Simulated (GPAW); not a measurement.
Here is a GPAW 26.7.0 calculation.

Contents of run.py:

```python
from ase.dft.bandgap import bandgap
from ase.io import read, write
from ase.units import GPa
from gpaw import GPAW, PW

atoms = read('POSCAR')

calc = GPAW(mode=PW(650),
            xc='PBE',
            kpts={'size': (8, 8, 8), 'gamma': True},
            occupations={'name': 'fermi-dirac', 'width': 0.05},
            nbands=11,
            maxiter=120,
            txt='gpaw.txt')
atoms.calc = calc
energy = atoms.get_potential_energy()
forces = atoms.get_forces()
stress = atoms.get_stress()
calc.write('gs.gpw')
write('result.traj', atoms)
print(f'Energy: {energy:.6f} eV')
print('Forces (eV/A):')
print(forces.round(4))
print('Stress (GPa):', (stress / GPa).round(3))
print('Fermi level:', round(calc.get_fermi_level(), 4), 'eV')
print(f'Gap: {bandgap(calc)[0]:.4f} eV, direct: {bandgap(calc, direct=True)[0]:.4f} eV')
```

POSCAR

```
GaN
1.0
    0.0000000000      2.2535006075      2.2535006075
    2.2535006075      0.0000000000      2.2535006075
    2.2535006075      2.2535006075      0.0000000000
Ga N
1 1
Direct
    0.0000000000      0.0000000000      0.0000000000
    0.2500000000      0.2500000000      0.2500000000
```

Potentials or basis: GPAW PAW data sets (gpaw-data 1.2.1), pw.

Command:

```console
$ OMP_NUM_THREADS=1 python run.py
```

Problem. Predict the pressure.

Solution. 9.6 GPa.

Problem. Estimate the band gap on the k mesh.

Solution. 1.83 eV, direct.

Caveat: the cutoff is short for stress and forces, so pressures can be off by a GPa or more.

**The experiment to reproduce.**

From a printed reference work, textbook, for a bulk crystal of GaN at 0 K: band gap 3.299 eV (direct).

Measured gap of GaN: 3.299 eV (direct; 0 K; a printed reference work, textbook). This calculation gives 1.83 eV (-1.47 eV). Spin-orbit coupling on Ga is left out. The value is that of PBE, without temperature or zero-point motion. Semilocal functionals fall short of measured gaps as a rule. The cell is a database's relaxed one, not the measured one, which moves gaps too.
